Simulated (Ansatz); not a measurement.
Reactions of `BC([SiH3])=CCl`.

Computed with Ansatz on PBE0-D4/def2-TZVP structures; ΔE is electronic, products minus reactants. CCSD(T)/CBS is the MP2 limit (def2-TZVPP, def2-QZVPP) plus CCSD(T) − MP2 in def2-TZVPP, frozen cores. Double bonds are as drawn, so ΔE can hold a change between cis and trans. Functionals use def2-TZVPP. B3LYP here is the variant with VWN-RPA as its local correlation; programs differ in this. For Se outer-core shells are correlated without core-valence functions, which leaves a few kJ/mol of doubt a bond. Scalar relativity is left out up to krypton. Each species was taken in one conformer, which may not be the lowest.

| reaction | B3LYP-D4 (kJ/mol) | CCSD(T)/CBS(def2) (kJ/mol) |
| --- | --- | --- |
| `B/C([SiH3])=C\Cl` + acetic acid → `BOC(C)=O` + `[SiH3]/C=C/Cl` | -87 | -88 |
| `B/C([SiH3])=C\Cl` + `CC[SeH]` → `B[Se]CC` + `[SiH3]/C=C/Cl` | -75 | -82 |
| `B/C([SiH3])=C\Cl` + `C[SiH](O)F` → `BC[SiH](O)F` + `[SiH3]/C=C/Cl` | 7 | 4 |
| `B/C([SiH3])=C\Cl` → `Cl[SiH]1CBC1` | -224 | -245 |

Largest T1 diagnostic: 0.015, for `BOC(C)=O`.
